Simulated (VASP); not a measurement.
Write the native input for VASP 6.6.1 that does the following.

```
Task                   : electric field gradients
Functional             : PBE
Potentials or basis    : VASP PAW PBE potentials, release 64 (Al, O)
Cutoff                 : 520 eV
k mesh                 : 4 × 4 × 4
Occupations            : fermi-dirac, width 0.02 eV
Spin                   : no spin polarisation
Dipole correction      : no
Further INCAR settings : LREAL = Auto; ALGO = Fast; EDIFF = 1e-08; NBANDS = 122
```

The structure of Al2O3 lies in POSCAR:

```
Al2O3
1.0
   -4.4376709900      4.4376709900      4.4376709900
    4.4376709900     -4.4376709900      4.4376709900
    4.4376709900      4.4376709900     -4.4376709900
Al O
16 24
Direct
    0.5000000000      0.0000000000      0.0000000000
    0.9621603400      0.2500000000      0.2121603400
    0.7878396600      0.0378396600      0.7500000000
    0.7121603400      0.4621603400      0.2500000000
    0.7500000000      0.7878396600      0.0378396600
    0.7500000000      0.2878396600      0.5378396600
    0.4621603400      0.2500000000      0.7121603400
    0.0000000000      0.5000000000      0.0000000000
    0.5000000000      0.5000000000      0.5000000000
    0.0000000000      0.0000000000      0.5000000000
    0.5378396600      0.7500000000      0.2878396600
    0.2500000000      0.7121603400      0.4621603400
    0.2500000000      0.2121603400      0.9621603400
    0.2878396600      0.5378396600      0.7500000000
    0.2121603400      0.9621603400      0.2500000000
    0.0378396600      0.7500000000      0.7878396600
    0.7706670600      0.0458728300      0.4971185000
    0.7293329400      0.2264514400      0.2752057700
    0.2735485600      0.0028815000      0.0487543300
    0.9541271700      0.5028815000      0.2293329400
    0.4541271700      0.2247942300      0.4512456700
    0.7735485600      0.7247942300      0.2706670600
    0.0487543300      0.2735485600      0.0028815000
    0.4512456700      0.4541271700      0.2247942300
    0.7247942300      0.2706670600      0.7735485600
    0.7752057700      0.5487543300      0.5458728300
    0.0028815000      0.0487543300      0.2735485600
    0.4971185000      0.7706670600      0.0458728300
    0.9971185000      0.9512456700      0.7264514400
    0.2247942300      0.4512456700      0.4541271700
    0.2752057700      0.7293329400      0.2264514400
    0.5028815000      0.2293329400      0.9541271700
    0.5487543300      0.5458728300      0.7752057700
    0.9512456700      0.7264514400      0.9971185000
    0.5458728300      0.7752057700      0.5487543300
    0.2264514400      0.2752057700      0.7293329400
    0.0458728300      0.4971185000      0.7706670600
    0.7264514400      0.9971185000      0.9512456700
    0.2293329400      0.9541271700      0.5028815000
    0.2706670600      0.7735485600      0.7247942300
```

Measurements of this composition are mostly on another form, of space group No. 167.

One way to write it, as run:

INCAR

```
SYSTEM = Al2O3
ALGO     = Fast           ! electronic algorithm
EDIFF    = 1E-8           ! SCF threshold, eV
ENCUT    = 520            ! plane-wave cutoff, eV
GGA      = PE             ! functional
ISIF     = 2              ! what is computed and relaxed
ISMEAR   = -1             ! smearing method
LASPH    = .TRUE.         ! aspherical terms in the spheres
LCHARG   = .FALSE.        ! write CHGCAR
LEFG     = .TRUE.       
LREAL    = Auto         
LWAVE    = .FALSE.        ! write WAVECAR
NBANDS   = 122            ! bands
NELM     = 100            ! most SCF steps
PREC     = Accurate       ! precision mode
SIGMA    = 0.02           ! smearing width, eV
```

KPOINTS

```
k-points
0
G
  4 4 4
  0 0 0
```

Potentials or basis: VASP PAW PBE potentials, release 64 (Al, O).

Run with:

```bash
$ cat potpaw_PBE.64/Al/POTCAR potpaw_PBE.64/O/POTCAR > POTCAR
$ mpirun -np 1 vasp_std > vasp.out
```

Results of the run:

```yaml
Pressure: 8.1 GPa
Largest_force: 0.105 eV/Å
Band_gap_on_the_k_mesh: 5.56 eV, indirect (least direct gap 5.59 eV)
```

Wall time 13 min on 1 thread of Intel(R) Xeon(R) Platinum 8259CL CPU @ 2.50GHz (Skylake/Cascade Lake), on a shared host, peak memory 0.59 GiB.
